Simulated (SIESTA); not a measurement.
The system is Sn.

```
Sn
1.0
     0.00000    3.23334    3.23334
     3.23334    0.00000    3.23334
     3.23334    3.23334    0.00000
Sn
2
Direct
  0.75000 0.75000 0.75000
  0.50000 0.50000 0.50000
```

This isn't the form of Sn at room conditions, which is tetragonal (white tin).

Base run:

| Quantity | Value |
| --- | --- |
| Program | SIESTA 5.4.2 |
| Functional | RPBE |
| Potentials or basis | PseudoDojo 0.4 standard (PBE files) |
| Basis | DZP (energy shift 0.003 Ry; two zetas on semicore shells) |
| Grid cutoff | 500 Ry |
| Energy shift | 0.003 Ry |
| k mesh | 7 × 7 × 7 |
| Occupations | fermi-dirac, width 0.05 eV |
| Spin | no spin polarisation |

Its results: band gap on the k mesh none (metal or under the smearing width); pressure 5.4 GPa.

Q: The run is repeated on the same cell with these changes: functional from RPBE to PBE. What comes out?

A: Band gap on the k mesh none (metal or under the smearing width); pressure 4.1 GPa.

PBE binds more tightly than RPBE, so the same cell stands under less pressure.

Caveats: spin-orbit coupling is left out, which moves the levels of the heavy elements; the basis of atomic orbitals isn't converged, which shifts pressures, moduli and gaps; the potentials were made for another functional, which shifts forces and pressure (some runs).
